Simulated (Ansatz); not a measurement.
input.yaml (Ansatz)

```yaml
crystal:
  lattice:
    - [0.0, 2.2595506664, 2.2595506664]
    - [2.2595506664, 0.0, 2.2595506664]
    - [2.2595506664, 2.2595506664, 0.0]
  atoms:
    - { symbol: Hg, position: [0.0, 0.0, 0.0] }
hamiltonian:
  xc: lda
  pseudopotentials:
    kind: paw
    azcp:
      Hg: "pseudopotentials/Hg.paw.azcp"
basis:
  ecutwfc: 420
  fft_grid_basis: typed
kpoints:
  mp_grid: { grid: [12, 12, 12], shift: [0, 0, 0] }
magnetization:
  spin_polarized: false
scf:
  occupations: { method: fermi_dirac, width: 0.1 }
relax:
  max_steps: 60
  f_tol: 0.01
  cell: {}
```

Terminal output

```
Warning: the record states the generating functional pbe (its physics header spells it `PBE`), which answers neither for hamiltonian.xc's functional nor for the lda family's — results may be inconsistent (PPs are generated against a specific XC)
Engine: ansatz 0.2.0, aarch64-unknown-linux-gnu
Pseudopotentials: kind: paw
Pseudopotential: Hg, paw, valence charge 20, recommended cutoff 420 eV (normal) 
Functional definition: SPW92
  exchange = slater_x
  correlation = pw_c
Crystal: 1 atoms, lattice volume = 23.073 Å³
Basis set: ecut = 420 eV, 459 PW (Γ)
Bands: 14, of which v1, the nominal top of the filled ones, is band 10 counted from 1 (9 counted from 0)
Symmetry: 48 space group operations
Space group: Fm-3m (ITA 225), of the structure as read, at distance tolerance 2.8e-5 Å
k-points: 72 of 1728
Non-local potential: Hg, projectors of the file, l = 0: 3, l = 1: 2, l = 2: 2, l = 3: 1
PAW form: soft (Blöchl's): semilocal exchange-correlation on the pseudo side does not see the compensation charge
PAW frozen core: Hg, regenerated for the run's functional, and the local potential with it (the file was generated under x = pbe(κ = 0.804, μ = 0.2195149727645171), c = pbe(β = 0.06672455060314922))
PAW one-centre angular grid: Hg, 590 points (default); XC on 64 Gauss nodes
Initial density: superposition of atomic densities (neutral atoms: chi_scale 0, normalization atom), corrected by the library's trained network
Initial wavefunctions: pseudopotential atomic-orbital guess
Functional: x = slater, c = lda
SCF iter   1: F=—  HF=-13522.406294 eV  |F-HF|=—  |Δ(HF+E_count)|=         —  Δρ=5.78e-3  dr2=4.46e-3  ethr=1.77e-3  ⟨swp⟩=4.9  Hψ=5126  notcnv=0
SCF iter   2: F=—  HF=-13522.405240 eV  |F-HF|=—  |Δ(HF+E_count)|=   1.05e-3  Δρ=2.79e-3  dr2=7.32e-4  ethr=2.23e-5  ⟨swp⟩=2.4  Hψ=1968  notcnv=0
SCF iter   3: F=—  HF=-13522.405024 eV  |F-HF|=—  |Δ(HF+E_count)|=   2.15e-4  Δρ=4.73e-4  dr2=1.72e-5  ethr=3.66e-6  ⟨swp⟩=2.3  Hψ=1355  notcnv=0
SCF iter   4: F=—  HF=-13522.405031 eV  |F-HF|=—  |Δ(HF+E_count)|=   6.55e-6  Δρ=4.31e-5  dr2=4.21e-7  ethr=8.60e-8  ⟨swp⟩=2.1  Hψ=1389  notcnv=0
iter 5 did not close the SCF: its close was put off for the readings that it lacked (scf_convergence_deferred on its scf_iter line)
SCF iter   5: F=-13522.405031 eV  HF=-13522.405031 eV  |F-HF|=2.92e-9  |Δ(HF+E_count)|=   4.27e-8  Δρ=4.42e-6  dr2=4.07e-9  ethr=2.10e-9  ⟨swp⟩=2.0  Hψ=1422  notcnv=0
SCF iter   6: F=-13522.405031 eV  HF=-13522.405031 eV  |F-HF|=1.82e-12  |Δ(HF+E_count)|=   1.31e-9  Δρ=1.58e-7  dr2=2.34e-12  ethr=2.03e-11  ⟨swp⟩=1.8  Hψ=3166  notcnv=0
SCF 1 converged in 6 iterations: F = -13522.405031 eV  dr2 = 2.34e-12
relax step   1: F+E_penalty+E_count = -13522.40503098 eV  Δ(F+E_penalty+E_count) = +0.000e0 eV  max|allowed force component| = 0.000e0 eV/Å  Δτ_max = 0.0000 Å  P = -1.980 GPa  Ω = 23.073 Å³  (6 SCF iters, dr2 threshold 1.00e-7 eV, accepted)
...
SCF iter   4: F=-13522.412053 eV  HF=-13522.412053 eV  |F-HF|=7.28e-11  |Δ(HF+E_count)|=   7.13e-8  Δρ=4.65e-6  dr2=1.59e-9  ethr=5.00e-10  ⟨swp⟩=3.9  Hψ=2949  notcnv=0
SCF 3 converged in 4 iterations: F = -13522.412053 eV  dr2 = 1.59e-9
relax step   3: F+E_penalty+E_count = -13522.41205305 eV  Δ(F+E_penalty+E_count) = -8.726e-5 eV  max|allowed force component| = 0.000e0 eV/Å  Δτ_max = 0.0000 Å  P = +0.033 GPa  Ω = 22.027 Å³  energy of the carried Pulay correction = +2.446e-4 eV  (4 SCF iters, dr2 threshold 1.00e-7 eV, accepted)
Initial wavefunctions: pseudopotential atomic-orbital guess (no wavefunctions were taken with the density)
iter 1 solved again at ethr=1.83e-9 eV; its pass at ethr=3.10e-3 eV (dr2=3.65e-7 eV) is discarded
SCF iter   1: F=—  HF=-13522.411787 eV  |F-HF|=—  |Δ(HF+E_count)|=         —  Δρ=1.04e-4  dr2=3.84e-7  ethr=1.83e-9  ⟨swp⟩=4.0  Hψ=8268  notcnv=0
SCF iter   2: F=—  HF=-13522.411787 eV  |F-HF|=—  |Δ(HF+E_count)|=  2.66e-10  Δρ=4.74e-5  dr2=8.07e-8  ethr=1.83e-9  ⟨swp⟩=2.9  Hψ=1920  notcnv=0
SCF iter   3: F=—  HF=-13522.411787 eV  |F-HF|=—  |Δ(HF+E_count)|=   6.76e-9  Δρ=1.31e-5  dr2=1.32e-8  ethr=4.03e-10  ⟨swp⟩=2.5  Hψ=1416  notcnv=0
SCF iter   4: F=—  HF=-13522.411787 eV  |F-HF|=—  |Δ(HF+E_count)|=   2.70e-9  Δρ=2.01e-6  dr2=1.54e-10  ethr=6.58e-11  ⟨swp⟩=2.9  Hψ=1841  notcnv=0
SCF iter   5: F=-13522.411787 eV  HF=-13522.411787 eV  |F-HF|=0.00e0  |Δ(HF+E_count)|=  6.91e-11  Δρ=4.22e-8  dr2=1.37e-13  ethr=1.00e-12  ⟨swp⟩=4.0  Hψ=4082  notcnv=0
SCF 4 converged in 5 iterations: F = -13522.411787 eV  dr2 = 1.37e-13
relax step   4: F+E_penalty+E_count = -13522.41178678 eV  Δ(F+E_penalty+E_count) = +2.663e-4 eV  max|allowed force component| = 0.000e0 eV/Å  Δτ_max = 0.0000 Å  P = +0.039 GPa  Ω = 22.027 Å³  stress off target by 3.87e-2 GPa  SCF on the basis re-selected at this cell (its energy is not comparable with the rows above)  (5 SCF iters)
basis re-selected at this cell: Δ(F+E_penalty+E_count) = +2.663e-4 eV, ΔP = +0.006 GPa vs the last step (what re-selecting the basis moved, of the pressure what is left beyond the Pulay correction that the steps carried, after the strain that the cell walked since its last selection, with what the two solves' SCF thresholds leave and, on support functions, any second-order correction that the steps lacked; it is no measure of the basis error at this ecutwfc). This SCF's stress stands 3.87e-2 GPa from its target on what of the cell is left free (relax.cell.stress_tol is 5.00e-2 GPa) and its largest allowed force component is 0.00e0 eV/Å (relax.f_tol is 1.00e-2 eV/Å): within both
SCF converged after 5 iterations
Free energy (F): -13522.411787 eV
Harris-Foulkes:  -13522.411787 eV  (|F-HF|=0.00e0)
Internal energy: -13522.401565 eV  (E = F + TS)
E sigma→0 (E₀):  -13522.406676 eV
Entropy (-TS):   -0.010222 eV (-10.222 meV/atom)
Fermi energy:    15.853249 eV
--- Per-component energies (eV) ---
  E_band       = -368.745227
  E_kinetic    = 605.303641
  E_local      = -2389.233978  (includes V_loc(G=0)·N_el)
  E_nonlocal   = 80.155466
  E_hartree    = 1023.116810
  E_xc         = -219.573931
  E_vxc        = -262.793091  (∫ρ·V_xc dr)
  E_paw        = -9655.397664  (= ΣΔE_a)
  E_vpaw       = -448.411757  (= ΣTr[D̂ρ^β])
  E_aug_tail   = 0.000852  (compensation charges beyond the density's cutoff)
  E_ewald      = -2967.348854
  E_core_change = 0.576093  (= ΣΔE_core)
  E_smearing   = -0.010222  (= −TS)
  E_closure    = 0.000000  (closes the sum)
  Σ components = -13522.411787   (vs F -13522.411787, Δ=0.00e0)
--- Forces (eV/Å), atoms counted from 1 ---
  atom   1  Hg    -0.00000000    -0.00000000    -0.00000000
  max |Σ_I F_I| component: 6.16e-32 eV/Å
--- Stress (GPa, compression-positive) ---
        0.038725       0.000000       0.000000
        0.000000       0.038725       0.000000
        0.000000       0.000000       0.038725
  P = ⅓ Tr σ = 0.0387 GPa (0.387 kbar)
--- Relaxed structure (3 steps of the walk, 3 accepted, 1 SCFs on fresh bases) ---
  F+E_penalty+E_count = -13522.41178678 eV   max|allowed force component| = 0.000e0 eV/Å   (the final SCF, on the basis selected at the relaxed cell)
  cell:  # Å, volume = 22.0272 Å³
    - [5.987062138652316e-34, 2.2248947352503534, 2.2248947352503534]
    - [2.2248947352503534, -7.6430580493433856e-34, 2.2248947352503534]
    - [2.2248947352503534, 2.2248947352503534, 6.4965993419418755e-34]
  atoms:
    - { symbol: Hg, position: [0.0, 0.0, 0.0] }
```

Launched by

```sh
ansatz run input.yaml --threads 2 --pin off --max-ram 5120MiB --backend cpu --events-out ev --progress --plain --runs-dir out
```

On 2 threads of Arm Neoverse V1 (shared host) this took about 2.8 s of wall time and 4.7 s of CPU time.
